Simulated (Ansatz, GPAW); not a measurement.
# Ballistic transport through biphenyl-4,4'-dithiol between two Ir chains, from relaxation to T(E), part 2 of 4

Wanted: T(E) of biphenyl-4,4'-dithiol between two Ir chains at a relaxed geometry in two programs, beside the unrelaxed structure.

GPAW 26.7.0 and Ansatz 0.2.0; Ansatz plane waves; relaxation of the junction with the lead ends held; PAW set soft_1 (the session's first sound run).

So far. Step 2 (Relaxing the atoms): The relaxation lowered the energy of the cell by 3.23 eV.

**3. Plane waves, PBE**

A plane-wave run comes first: its basis does not favour the atoms, so it serves as the reference for the orbital bases.

This step: Ansatz plane waves; Landauer transmission by layers, zero bias; PAW set soft_1 (Ansatz 0.2.0).

The input, input.yaml:

```yaml
crystal:
  lattice:
    - [12.5034429481, 0.0, 0.0]
    - [0.0, 10.8140714037, 0.0]
    - [0.0, 0.0, 47.5160471249]
  atoms:
    - { symbol: Ir, position: [0.5, 0.5, 0.0242023499] }
    - { symbol: Ir, position: [0.5, 0.5, 0.0726070498] }
    - { symbol: Ir, position: [0.5, 0.5, 0.1210117497] }
    - { symbol: Ir, position: [0.5, 0.5, 0.1694164495] }
    - { symbol: Ir, position: [0.5, 0.5, 0.2178211494] }
    - { symbol: Ir, position: [0.5, 0.5, 0.2662258493] }
    - { symbol: Ir, position: [0.4218438329, 0.4123343008, 0.3053673925] }
    - { symbol: Ir, position: [0.4707607468, 0.4487958239, 0.3509485813] }
    - { symbol: S, position: [0.3901704446, 0.3940927587, 0.3898393418] }
    - { symbol: H, position: [0.6049088024, 0.4586383426, 0.4198958446] }
    - { symbol: C, position: [0.4373887877, 0.4121851286, 0.4253869679] }
    - { symbol: H, position: [0.2769919426, 0.3672718069, 0.4392299403] }
    - { symbol: C, position: [0.5413208777, 0.4399691422, 0.4349991267] }
    - { symbol: C, position: [0.3580028847, 0.3900316025, 0.4459901053] }
    - { symbol: C, position: [0.5640905575, 0.4429114544, 0.4637615418] }
    - { symbol: C, position: [0.3813529697, 0.3948913362, 0.4746042131] }
    - { symbol: H, position: [0.6455001891, 0.4655637123, 0.4702085024] }
    - { symbol: C, position: [0.4854879038, 0.4202173307, 0.484622135] }
    - { symbol: H, position: [0.3175497656, 0.3743697333, 0.4895403431] }
    - { symbol: H, position: [0.6742590339, 0.3559336644, 0.5103921435] }
    - { symbol: C, position: [0.5106033615, 0.4192394422, 0.5152545885] }
    - { symbol: C, position: [0.6123335051, 0.3833661552, 0.5253024783] }
    - { symbol: H, position: [0.3548358905, 0.481573821, 0.5296087909] }
    - { symbol: C, position: [0.4341270363, 0.4505655754, 0.5360870278] }
    - { symbol: C, position: [0.6352487532, 0.3767831108, 0.5539236068] }
    - { symbol: H, position: [0.7141654669, 0.345856875, 0.5607173131] }
    - { symbol: C, position: [0.4565998163, 0.4459059497, 0.5648561821] }
    - { symbol: C, position: [0.557961875, 0.4076148343, 0.5745076566] }
    - { symbol: H, position: [0.3947397148, 0.4715718375, 0.5799282798] }
    - { symbol: S, position: [0.6039162746, 0.3859598569, 0.6100494242] }
    - { symbol: Ir, position: [0.5271008528, 0.4468254412, 0.6489932258] }
    - { symbol: Ir, position: [0.5727495735, 0.4065283958, 0.6946315715] }
    - { symbol: Ir, position: [0.5, 0.5, 0.7337741507] }
    - { symbol: Ir, position: [0.5, 0.5, 0.7821788506] }
    - { symbol: Ir, position: [0.5, 0.5, 0.8305835505] }
    - { symbol: Ir, position: [0.5, 0.5, 0.8789882503] }
    - { symbol: Ir, position: [0.5, 0.5, 0.9273929502] }
    - { symbol: Ir, position: [0.5, 0.5, 0.9757976501] }
kpoints:
  mp_grid: { grid: [1, 1, 2] }
hamiltonian:
  xc: pbe
  pseudopotentials: { kind: paw, azcp: { folder: soft_1 } }
scf:
  occupations: { method: fermi_dirac, width: 0.1 }
output:
  transmission:
    leads: [[0, 1]]
    e_range: [-2, 2]
    de: 0.025
    kmesh: [1, 1]
    reduced_basis: true
  write_potential: true
  write_density: true
  volumetric_format: npy
```

On the command line:

```console
$ ansatz run input.yaml --threads 4 --pin off --max-ram 8192MiB --backend cpu --events-out ev --progress --plain --runs-dir out
```

Numbers of over 12 decimals in the logs are rounded to 6 here.

Log:

```text
[...]
Crystal: 38 atoms, lattice volume = 6424.793 Å³
Basis set: ecut = 420 eV, 125535 PW (Γ)
Bands: 208, of which v1, the nominal top of the filled ones, is band 170 counted from 1 (169 counted from 0)
Symmetry: 1 space group operations
[...]
k-points: 2
[...]
SCF iter   1: F=—  HF=-195889.167960 eV  |F-HF|=—  |Δ(HF+E_count)|=         —  Δρ=2.67e-2  dr2=7.02e1  ethr=3.10e-3  ⟨swp⟩=8.0  Hψ=1747  notcnv=0  defer=11
[...]
SCF iter  14: F=-195872.841589 eV  HF=-195872.841588 eV  |F-HF|=3.53e-8  |Δ(HF+E_count)|=   3.05e-8  Δρ=5.39e-7  dr2=4.35e-8  ethr=2.94e-11  ⟨swp⟩=3.5  Hψ=835  notcnv=0
SCF 1 converged in 14 iterations: F = -195872.841589 eV  dr2 = 4.35e-8
[...]
transmission: 9 of 84 steps passed
transmission: 17 of 84 steps passed
[...]
transmission: 84 of 84 steps passed
WARN: The input density's exchange-correlation potential varies sharply where the density is thin. Do not read a vacuum level from v_tot or v_xc, or from such a field of the output density. On a cell that repeats whose density bears no net charge and no dipole along the vacuum's axis use v_es (v_loc + v_h of the components); under efield.dipole_correction with no amplitude use v_es + v_field, which holds any external [...]
SCF converged after 14 iterations
the last check of whether an eigenvalue changes by more than its tolerance under the output density was not made (no_room)
Free energy (F): -195872.841589 eV
[...]
Internal energy: -195871.262735 eV  (E = F + TS)
E sigma→0 (E₀):  -195872.052162 eV
Entropy (-TS):   -1.578854 eV (-41.549 meV/atom)
Fermi energy:    -4.018595 eV
[...]
--- Band table (eV) ---
  k-point 0: bands = [... 166 lower, -4.1324, -4.0872, -4.0678, -4.0485, -4.0321, -3.9947, -3.9727, -3.9128, ... 34 higher]
  k-point 1: bands = [... 166 lower, -4.1572, -4.0859, -4.0736, -4.0373, -3.9951, -3.9864, -3.9800, -3.9623, ... 34 higher]
--- Transmission ---
  basis      : 1185 plane waves across, 84 finite elements along
  points     : 1, standing for a mesh of 1 x 1
  filling    : by the input's occupations and mesh, since the crystals that have channels conduct as metals do. If one of these is a semiconductor, that mesh has misplaced its level
  energies   : 161 from -2.000000 to 2.000000 eV about the Fermi level, 0.025000 eV apart; the leads are filled to 0.000000 eV, and channels, transmission and decay are at 0.000000 eV
  crystal 0  : Ir1, at the sites [0, 1], period 2.3000 Å, over 27.60 Å; its Hamiltonian steps by up to 11.9 meV
    offset         : up to 0.0000 Å between an atom of the period and one for which it stands
    filled         : 3.5 meV over the level at which it is neutral
    channels       : 6.000000e0 a spin
    conductance    : 3.3274e14 S/m² at 300 K; may be off by some 0.0 % by where its bands' edges are placed, 0.4 % from the distance to neutral
  junction   : crystal 0 to crystal 0, 0.70 to 45.91 Å
    transmission   : 7.926680e-1 a spin
    conductance    : 4.1039e13 S/m² at 300 K (4.0932e13 on every other energy)
    error estimate : 0.3 % from the energy spacing and 0.0 % from band edges of the leads and from resonances (wavevectors taken as independent; lower de), 8.5 % from the steps of its leads' Hamiltonians or their offsets (lay more layers), 0.1 % from the distance to neutral
    resistance     : 2.1362e-2 Ω µm² beyond half of each lead's own
```

Elapsed: 8.6 h, on 4 threads of Arm Neoverse N1, shared host; peak memory 7 GiB; 30 h of CPU time.

The column dr2 measures how far the density is from self-consistency, as an energy; F and HF (Harris–Foulkes) agree once it is small.

This step gave:

```
free energy                                             : -195872.8416 eV
lead level                                              : 0 eV from the Fermi level
transmission at the Fermi level (one spin)              : 0.7927
open channels of the lead at the Fermi level (one spin) : 6
step of the potential along the lead                    : 11.9 meV
offset of the lead                                      : 0 Å
filling of the lead less its bulk value, in size        : 3.5 meV
conductance                                             : 0.7162 G₀
```

One spin. The transmission, zone mean by energy, zero at the Fermi level:

```
energy (eV)  transmission, zone mean
     -2.000                    0.954
     -1.900                     1.00
     -1.875                     1.00
     -1.800                    0.965
     -1.700                    0.750
     -1.600                    0.462
     -1.500                    0.484
     -1.400                    0.573
     -1.350                    0.979
     -1.300                    0.512
     -1.200                   0.0781
     -1.100                   0.0382
     -1.000                  0.00454
     -0.900                   0.0462
     -0.800                   0.0576
     -0.700                   0.0654
     -0.600                   0.0717
     -0.500                   0.0801
     -0.400                   0.0989
     -0.300                    0.151
     -0.200                    0.288
     -0.100                    0.544
      0.000                    0.793
      0.025                    0.797
      0.100                    0.331
      0.200                    0.199
      0.300                    0.284
      0.400                    0.610
      0.450                    0.715
      0.500                    0.590
      0.600                    0.108
      0.700                   0.0169
      0.800                  0.00438
      0.900                  0.00164
      1.000                   8.0e-4
      1.100                   4.7e-4
      1.200                   3.3e-4
      1.300                   2.6e-4
      1.400                   2.4e-4
      1.500                   2.4e-4
      1.600                   2.6e-4
      1.700                   3.1e-4
      1.800                   4.1e-4
      1.900                   5.4e-4
      2.000                   6.5e-4
```

One spin. Table of open channels, zone mean by energy, zero at the Fermi level:

energy (eV), open channels, zone mean and a bar from the least value:
```
   -2.000       3.00 
   -1.900       4.00 ##########
   -1.800       4.00 ##########
   -1.700       4.00 ##########
   -1.600       4.00 ##########
   -1.500       4.00 ##########
   -1.400       6.00 ##############################
   -1.300       6.00 ##############################
   -1.200       6.00 ##############################
   -1.100       6.00 ##############################
   -1.000       4.00 ##########
   -0.900       6.00 ##############################
   -0.800       6.00 ##############################
   -0.700       6.00 ##############################
   -0.600       6.00 ##############################
   -0.500       6.00 ##############################
   -0.400       6.00 ##############################
   -0.300       6.00 ##############################
   -0.200       6.00 ##############################
   -0.100       6.00 ##############################
    0.000       6.00 ##############################
    0.100       4.00 ##########
    0.200       4.00 ##########
    0.300       4.00 ##########
    0.400       4.00 ##########
    0.500       4.00 ##########
    0.600       4.00 ##########
    0.700       4.00 ##########
    0.800       4.00 ##########
    0.900       4.00 ##########
    1.000       3.00 
    1.100       3.00 
    1.200       3.00 
    1.300       3.00 
    1.400       3.00 
    1.500       3.00 
    1.600       3.00 
    1.700       3.00 
    1.800       3.00 
    1.900       3.00 
    2.000       3.00
```

Crystal 0, spin -, k parallel (0, 0); distinct values, listed up to 1.5 1/Å. Table of Im kz of the slowest decaying states by energy, zero at the Fermi level:

```
energy (eV)  decay 1 (Å⁻¹)  decay 2 (Å⁻¹)  decay 3 (Å⁻¹)  decay 4 (Å⁻¹)
     -2.000         0.0561          0.552          0.552           1.31
     -1.800          0.449          0.449           1.29           1.30
     -1.600          0.306          0.306           1.27           1.28
     -1.400           1.25           1.26           1.34           1.42
     -1.200           1.23           1.24           1.32           1.40
     -1.000        0.00152           1.21           1.21           1.30
     -0.800           1.19           1.19           1.28           1.36
     -0.600           1.16           1.17           1.26           1.34
     -0.400           1.14           1.15           1.24           1.32
     -0.200           1.12           1.13           1.22           1.30
      0.000           1.10           1.10           1.20           1.28
      0.200          0.243          0.243           1.07           1.08
      0.400          0.367          0.367           1.05           1.06
      0.600          0.450          0.450           1.02           1.03
      0.800          0.514          0.998           1.01           1.10
      1.000         0.0958          0.567          0.567          0.972
      1.200          0.198          0.610          0.946          0.954
      1.400          0.258          0.648          0.648          0.919
      1.600          0.304          0.680          0.892          0.901
      1.800          0.340          0.709          0.864          0.874
      2.000          0.371          0.735          0.836          0.846
```

Crystal 0, spin -, k parallel (0, 0). The Re kz of states that move upwards by energy, zero at the Fermi level:

```
energy (eV)  channel 1 (Å⁻¹)  channel 2 (Å⁻¹)  channel 3 (Å⁻¹)  channel 4 (Å⁻¹)  channel 5 (Å⁻¹)  channel 6 (Å⁻¹)
    -2.0000           -0.683           -0.682            0.706                -                -                -
    -1.7500           -0.642           -0.642            0.288            0.727                -                -
    -1.5000           -0.603           -0.602            0.412            0.748                -                -
    -1.2500           -0.564           -0.564            0.335            0.335            0.509            0.770
    -1.0000           -0.526            0.526            0.590            0.794                -                -
    -0.7500           -0.490           -0.490            0.660            0.680            0.680            0.821
    -0.5000           -0.454           -0.453            0.720            0.826            0.826            0.854
    -0.2500           -0.418           -0.417            0.768            0.896            0.982            0.982
     0.0000           -0.382           -0.381            0.805            0.950             1.21             1.21
     0.2500           -0.345           -0.345            0.834             1.01                -                -
     0.5000           -0.309           -0.309            0.858             1.09                -                -
     0.7500           -0.272           -0.272            0.880             1.19                -                -
     1.0000           -0.235           -0.234            0.901                -                -                -
     1.2500           -0.196           -0.195            0.920                -                -                -
     1.5000           -0.154           -0.154            0.940                -                -                -
     1.7500           -0.109           -0.109            0.959                -                -                -
     2.0000          -0.0525          -0.0511            0.978                -                -                -
```

The electrostatic potential energy of an electron (with the applied field's), less the Fermi level, planar mean oscillates, so the rows of the table below give means over windows of 2.15 Å about each position, cut where the curve ends. Its first 14 maxima inside the range that stand out by 2 % of the span (Å: eV): 2.2: 5.44, 4.6: 5.43, 6.8: 5.39, 9.2: 5.34, 11.4: 5.23, 13.5: 4.70, 15.6: 4.93, 17.7: 4.69, 19.5: 4.57, 21.5: 3.93, 23.8: 4.27, 26.0: 3.93, 28.1: 4.58, 29.8: 4.69. Its first 14 minima: 1.2: 4.32, 3.4: 4.30, 5.8: 4.28, 8.0: 4.24, 10.4: 4.16, 12.6: 3.98, 14.6: 3.89, 16.6: 3.86, 18.7: 4.17, 20.8: 3.47, 22.4: 3.39, 25.1: 3.39, 26.7: 3.47, 28.8: 4.18.

The electrostatic potential energy of an electron (with the applied field's), less the Fermi level, planar mean by z; means over each step:

z (Å), electrostatic potential energy of an electron (with the applied field's), less the Fermi level, planar mean (eV) and a bar from the least value:
```
     1.07       4.84 ##############################
     3.22       4.83 ##############################
     5.37       4.83 ##############################
     7.52       4.80 #############################
     9.67       4.76 ############################
    11.82       4.64 #########################
    13.97       4.26 ###############
    16.12       4.36 ##################
    18.27       4.39 ##################
    20.42       3.87 #####
    22.57       3.69 
    24.72       3.72 #
    26.87       3.81 ###
    29.02       4.41 ###################
    31.17       4.35 #################
    33.32       4.30 ################
    35.47       4.60 ########################
    37.62       4.73 ###########################
    39.77       4.78 ############################
    41.92       4.81 #############################
    44.07       4.82 ##############################
    46.22       4.84 ##############################
```

The valence density, planar mean oscillates, so the rows of the table below give means over windows of 2 Å about each position, cut where the curve ends. Its first 14 maxima inside the range that stand out by 2 % of the span (Å: e/Å³): 1.2: 0.108, 3.4: 0.108, 5.8: 0.108, 8.0: 0.108, 10.4: 0.108, 12.6: 0.108, 14.6: 0.108, 16.6: 0.110, 18.3: 0.0292, 20.8: 0.0618, 22.4: 0.0617, 25.1: 0.0617, 26.7: 0.0619, 29.3: 0.0291. Its first 14 minima: 2.2: 0.0169, 4.6: 0.0166, 6.8: 0.0169, 9.2: 0.0166, 11.4: 0.0171, 13.5: 0.0288, 15.6: 0.0191, 17.7: 0.0229, 19.3: 0.0206, 21.7: 0.0455, 23.8: 0.0246, 25.8: 0.0454, 28.2: 0.0207, 29.8: 0.0228.

Table of valence density, planar mean by z; means over each step:

```
z (Å)  valence density, planar mean (e/Å³)
    0                               0.0473
    2                               0.0502
    4                               0.0561
    6                               0.0596
    8                               0.0602
   10                               0.0589
   12                               0.0545
   14                               0.0674
   16                               0.0572
   18                               0.0329
   20                               0.0410
   22                               0.0534
   24                               0.0412
   26                               0.0540
   28                               0.0327
   30                               0.0511
   32                               0.0542
   34                               0.0698
   36                               0.0474
   38                               0.0507
   40                               0.0563
   42                               0.0597
   44                               0.0602
   46                               0.0586
```

The largest of the program's own error estimates on the conductance is 8.5 %. T at the Fermi level is 0.793 of 6 open channels a spin, without spin-orbit coupling, which is large for these atoms.

(Continued in part 3 of 4.)

[Logs are printed without paths, hosts, clocks, repeated set-up lines and the standing remarks that a program may print on its own settings, such as how far it seeks lower states.]

[Hosts, paths, dates, database ids (printed as entryN), source tags and the programs' standing remarks are cut or masked in the printed files.]
